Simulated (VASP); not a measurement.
SnSe, 2 atoms in the cell. Symmetry: Fm-3m, No. 225, cubic system. Conventional cell: a = 6.021 Å, b = 6.021 Å, c = 6.021 Å, α = 90.00°, β = 90.00°, γ = 90.00°. Sn (site symmetry m-3m) is surrounded by 6 Se at 3.01 Å. Around Se (site symmetry m-3m) lie 6 Sn at 3.01 Å. Measurements of this composition are mostly on another form, of space group No. 62.

* Program: VASP 6.6.1
* Task: relaxation of cell and atoms
* Functional: PBEsol
* Potentials or basis: VASP PAW PBE potentials, release 64 (Sn, Se)
* Cutoff: 580 eV
* k mesh: 10 × 10 × 10
* Occupations: gaussian, width 0.1 eV
* Spin: no spin polarisation
* Further INCAR settings: ALGO = Normal; EDIFF = 1e-07; IBRION = 2; EDIFFG = -0.005; NSW = 90; ISIF = 3

Potentials or basis: VASP PAW PBE potentials, release 64 (Sn, Se).

Launch:

```sh
$ cat potpaw_PBE.64/Sn/POTCAR potpaw_PBE.64/Se/POTCAR > POTCAR
$ mpirun -np 1 vasp_std > vasp.out
```

Hardware: 1 thread of Intel(R) Xeon(R) 6975P-C (Granite Rapids), with other jobs on the host.

Task: Estimate the wall time of this run.

Result: Run time: 25 s on 1 thread of Intel(R) Xeon(R) 6975P-C (Granite Rapids), on a shared host, peak memory 0.23 GiB. Counts: scf iterations 28, k points 47, ion steps 3.
